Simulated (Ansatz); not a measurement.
# What a trial cell of Sc relaxes into

Method: Ansatz 0.2.0, DFT PBE, scalar-relativistic, plane waves, PAW. Cutoff 420 eV, Γ-centred k mesh, Gaussian smearing, no spin polarisation in the final step.

This is the end of a relaxation of cell and atoms.

```xyz
5
Lattice="6.0422 0.0000 0.0000 -3.0211 5.2327 0.0000 0.0000 0.0000 5.4504" Properties=species:S:1:pos:R:3 pbc="T T T"
Sc   -1.5106    2.6164    0.0000
Sc    3.0211    0.0000    0.0000
Sc    1.5106    2.6164    0.0000
Sc    0.0000    3.4885    2.7252
Sc    3.0211    1.7442    2.7252
```

Energies count from the standard state of Sc at the same level.

What space group does it have?

P6/mmm (No. 191). Conventional cell: a = 6.042 Å, c = 5.450 Å. Around Sc on Wyckoff site f (3 atoms of the primitive cell) lie 4 Sc at 3.02 Å and 4 Sc at 3.24 Å; Sc on Wyckoff site d (2 atoms of the primitive cell) has 6 Sc at 3.24 Å and 3 Sc at 3.49 Å.

How far above the standard state of Sc does it lie?

0.96 eV/atom.

Is it a metal?

Yes, bands cross the Fermi level on the 9×9×8 mesh.

The final run used a 9×9×8 mesh on its 5-atom cell and 0.10 eV smearing. The k mesh leaves about 4 meV/atom of noise in metals. The cell came from a trial start, so Sc may not exist in this structure.